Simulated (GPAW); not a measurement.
# PbS (Cmcm) in GPAW: notebook, part 2 of 3

GPAW 26.7.0. The steps go on from the part before.

## (3) Band structure, SOGGA, spin-orbit coupling, no magnetisation

File run.py:

```python
import numpy as np
from ase import Atoms
from ase.dft.bandgap import bandgap
from ase.io import write
from ase.units import GPa
from gpaw import GPAW, PW, setup_paths
from gpaw.spinorbit import soc_eigenstates

setup_paths.insert(0, '.')

atoms = Atoms(['Pb', 'Pb', 'S', 'S'],
              cell=[[2.079952695, -5.991296865, 0.0],
                    [2.079952695, 5.991296865, 0.0],
                    [0.0, 0.0, 4.27932094]],
              scaled_positions=[[0.13056335, 0.86943665, 0.25],
                                [0.86943665, 0.13056335, 0.75],
                                [0.35479709, 0.64520291, 0.25],
                                [0.64520291, 0.35479709, 0.75]],
              pbc=True)

calc = GPAW(mode=PW(600),
            xc='GGA_X_SOGGA+GGA_C_PBE_SOL',
            kpts={'size': (4, 4, 4), 'gamma': True},
            occupations={'name': 'fermi-dirac', 'width': 0.05},
            nbands=33,
            convergence={'density': 1e-05, 'energy': 1e-05},
            maxiter=150,
            txt='gpaw.txt')
atoms.calc = calc
energy = atoms.get_potential_energy()
forces = atoms.get_forces()
stress = atoms.get_stress()
calc.write('gs.gpw')
write('result.traj', atoms)
print(f'Energy: {energy:.6f} eV')
print('Forces (eV/A):')
print(forces.round(4))
print('Stress (GPa):', (stress / GPa).round(3))
print('Fermi level:', round(calc.get_fermi_level(), 4), 'eV')
print(f'Gap: {bandgap(calc)[0]:.4f} eV, direct: {bandgap(calc, direct=True)[0]:.4f} eV')

path = atoms.cell.bandpath('GXSRAZGYX1A1TY,ZT', npoints=100, eps=1e-4)
bs_calc = calc.fixed_density(kpts=path, symmetry='off', nbands=53,
                             convergence={'bands': 'CBM+6.0', 'eigenstates': 1e-6}, txt='bands.txt')
bs = bs_calc.band_structure()
bs.write('bs.json')
print(f'Gap on the path: {bandgap(bs_calc)[0]:.4f} eV')

soc = soc_eigenstates(bs_calc, theta=90, phi=45)
np.savetxt('soc_bands.dat', soc.eigenvalues(), fmt='%.4f')
mesh = soc_eigenstates('gs.gpw', theta=90, phi=45)
np.savetxt('soc_mesh.dat', mesh.eigenvalues(), fmt='%.4f')
print('Fermi level with spin-orbit coupling:', round(mesh.fermi_level, 4), 'eV')
```

Potentials or basis: PAW data sets generated in the run's folder for this functional, pw.

The run is started by

```sh
$ gpaw-setup -f GGA_X_SOGGA+GGA_C_PBE_SOL Pb S
$ OMP_NUM_THREADS=1 python run.py
```

gpaw.txt:

```text
__  _  _
 | _ |_)|_||  |
 |__||  | ||/\| - 26.7.0

Input parameters:
  mode=PW(ecut=600.0),
  convergence={'density': 1e-05, 'energy': 1e-05},
  kpts=MonkhorstPack(size=(4, 4, 4), gamma=True),
  maxiter=150,
  nbands=33,
  occupations=Occupations(name='fermi-dirac', width=0.05),
  xc=XC(name='GGA_X_SOGGA+GGA_C_PBE_SOL')

Diagonalizing LCAO Hamiltonian
Converting LCAO to pw mode

             Pb
         S S
       Pb

Atoms  # Å, Bohr magnetons
|   | symbol |        x |         y |        z |    initial magnetic moments |
|---|--------|----------|-----------|----------|-----------------------------|
| 0 |     Pb | 2.079953 |  4.426809 | 1.069830 | ( 0.0000,  0.0000,  0.0000) |
| 1 |     Pb | 2.079953 | -4.426809 | 3.209491 | ( 0.0000,  0.0000,  0.0000) |
| 2 |      S | 2.079953 |  1.739907 | 1.069830 | ( 0.0000,  0.0000,  0.0000) |
| 3 |      S | 2.079953 | -1.739907 | 3.209491 | ( 0.0000,  0.0000,  0.0000) |

Unit cell  # Å
| periodic |        x |         y |        z |  lengths |     angles |
|----------|----------|-----------|----------|----------|------------|
|      yes | 2.079953 | -5.991297 | 0.000000 | 6.342069 |  90.000000 |
|      yes | 2.079953 |  5.991297 | 0.000000 | 6.342069 |  90.000000 |
|      yes | 0.000000 |  0.000000 | 4.279321 | 4.279321 | 141.709848 |

Number of symmetries: 4
Symmetry operations  # r_c * U_cc + t_c -> r_c
|   | kind |            matrix            |
|---|------|------------------------------|
| 0 |  E   |  1, 0, 0,  0, 1, 0,  0, 0, 1 |
| 1 |  C2  |  0, 1, 0,  1, 0, 0,  0, 0,-1 |
| 2 |  σ   |  0,-1, 0, -1, 0, 0,  0, 0, 1 |
| 3 |  i   | -1, 0, 0,  0,-1, 0,  0, 0,-1 |

BZ-sampling:
  Number of BZ points: 64
  Number of IBZ points: 24
[... 132 lines left out ...]
|iter:   2| |  -20.020864 | -1.69 | -1.18 |
|iter:   3| |  -19.401971 | -1.62 | -1.23 |
|iter:   4| |  -19.394636 | -2.68 | -1.79 |
|iter:   5| |  -19.392398 | -3.36 | -2.15 |
|iter:   6| |  -19.392111 | -4.24 | -2.50 |
|iter:   7| |  -19.392130c| -5.58 | -3.35 |
|iter:   8| |  -19.392132c| -6.69 | -3.94 |
|iter:   9| |  -19.392132c| -7.78c| -4.56 |
|iter:  10| |  -19.392132c| -8.22c| -5.16c|

Converged in 10 steps
Energy contributions relative to reference atoms: (reference = -1155923.942957)

Energy contributions:
  Kinetic:          26.555750
  Coulomb:         -28.512451
  Zero:              0.050271
  External:          0.000000
  Xc:              -17.485701
  Entropy:          -0.000000
  Spinorbit:         0.000000
  ----------------------------
  Free energy:     -19.392132
  Extrapolated:    -19.392132

dipole moment: (0.000007, 0.000000, 0.000007)  # |e|*Ang

Fermi level: 5.697
Eigenvalues  # (at kpt = [0.000, 0.000, 0.000])
| band index |      eig [eV] | occ [0-2] |
|------------|---------------|-----------|
|          0 |       -11.139 |     2.000 |
|        ... |               |           |
|         12 |        -1.574 |     2.000 |
|         13 |        -0.628 |     2.000 |
|         14 |         0.934 |     2.000 |
|         15 |         2.218 |     2.000 |
|         16 |         2.783 |     2.000 |
|         17 |         3.519 |     2.000 |
[... 8 lines left out ...]
|         26 |        11.207 |     0.000 |
|         27 |        12.036 |     0.000 |
|        ... |               |           |
|         32 |        15.425 |     0.000 |

Gap: 1.179 eV
Transition (v -> c):
  (s=0, k=2, n=19, [0.00, 0.00, 0.50]) -> (s=0, k=21, n=20, [0.50, 0.50, 0.00])
Direct/indirect transitions are different
Direct gap: 1.541 eV
Transition at: (s=0, k=21, n=19, [0.50, 0.50, 0.00])

Forces  # eV/Ang
|       x |        y |        z |
|---------|----------|----------|
| 0.00000 | -0.06244 |  0.00001 |  # Pb   0
| 0.00000 |  0.06244 | -0.00001 |  # Pb   1
| 0.00000 |  0.05486 | -0.00003 |  # S    2
| 0.00000 | -0.05486 |  0.00003 |  # S    3

Stress tensor  # eV/Ang^3
|        x |        y |        z |
|----------|----------|----------|
| 0.014535 | 0.000000 | 0.000000 |
| 0.000000 | 0.013107 | 0.000000 |
| 0.000000 | 0.000000 | 0.016071 |

# Writing to gs.gpw (mode='')
```

stdout:

```text
<dir> UserWarning: The angles between your unit-cell vectors are 90.0, 90.0 and 141.7 degrees.  Results may be wrong!  Please Niggli-reduce your unit-cell so that the angles are closer to 90 degrees:

  from ase.build import niggli_reduce
  niggli_reduce(atoms)

  warnings.warn(
Energy: -19.392132 eV
Forces (eV/A):
[[ 0.     -0.0624  0.    ]
 [ 0.      0.0624 -0.    ]
 [ 0.      0.0549 -0.    ]
 [ 0.     -0.0549  0.    ]]
Stress (GPa): [2.329 2.1   2.575 0.    0.    0.   ]
Fermi level: 5.6974 eV
Gap: 1.1789 eV, direct: 1.5410 eV
Gap on the path: 1.0046 eV
Fermi level with spin-orbit coupling: 5.5543 eV
```

Wall time 5.3 min (1 thread of Arm Neoverse V1, shared host); peak memory 0.71 GiB.

Results:

```
Free energy             : -19.3921 eV
Pressure                : -2.3 GPa
Largest force           : 0.062 eV/Å
Band gap along the path : 0.55 eV, direct
```

Forces in eV/Å, atoms in the order of the input:
```
Pb   0.000 -0.062  0.000
Pb   0.000  0.062  0.000
S    0.000  0.055  0.000
S    0.000 -0.055  0.000
```

Stress tensor (GPa, compression positive):
```
-2.33  0.00  0.00
 0.00 -2.10  0.00
 0.00  0.00 -2.57
```

Levels at the corners of the path, in eV from the valence-band top:
```
point  band 36  band 37  band 38  band 39  band 40  band 41  band 42  band 43  band 44  band 45
    Γ    -1.90    -1.48    -1.48    -0.54    -0.54     3.41     3.41     3.95     3.95     4.60
    X    -1.29    -0.84    -0.84    -0.30    -0.30     0.67     0.67     1.69     1.70     2.22
    S    -1.24    -0.47    -0.47    -0.45    -0.45     1.08     1.08     1.16     1.16     2.50
    R    -3.24    -1.51    -1.51    -1.51    -1.51     3.01     3.01     3.01     3.01     5.05
    A    -2.84    -1.53    -1.53    -1.52    -1.52     2.66     2.67     3.07     3.07     5.05
    Z    -1.18    -0.19    -0.19    -0.19    -0.19     1.17     1.17     1.17     1.17     2.86
    Γ    -1.90    -1.48    -1.48    -0.54    -0.54     3.41     3.41     3.95     3.95     4.60
    Y    -1.97    -1.38    -1.38    -0.52    -0.52     0.74     0.74     4.05     4.05     4.20
   X1    -1.29    -0.84    -0.84    -0.30    -0.30     0.67     0.67     1.70     1.70     2.22
   A1    -2.85    -1.53    -1.53    -1.52    -1.52     2.66     2.67     3.07     3.07     5.05
    T    -1.25    -0.64    -0.64    -0.64    -0.63     1.24     1.24     1.24     1.24     2.76
    Y    -1.97    -1.38    -1.38    -0.52    -0.52     0.74     0.74     4.05     4.05     4.20
    Z    -1.18    -0.19    -0.19    -0.19    -0.19     1.17     1.17     1.17     1.17     2.86
    T    -1.25    -0.64    -0.64    -0.64    -0.63     1.24     1.24     1.24     1.24     2.76
```

Caveat: the k mesh is coarse; spin-orbit coupling was added after a scalar SCF, so levels and gaps hold it while energy, forces, pressure and moments don't; this program's spin-orbit splittings come out too wide for heavy elements; the program warned that so skewed a cell can give wrong results.

(Continued in part 3 of 3.)
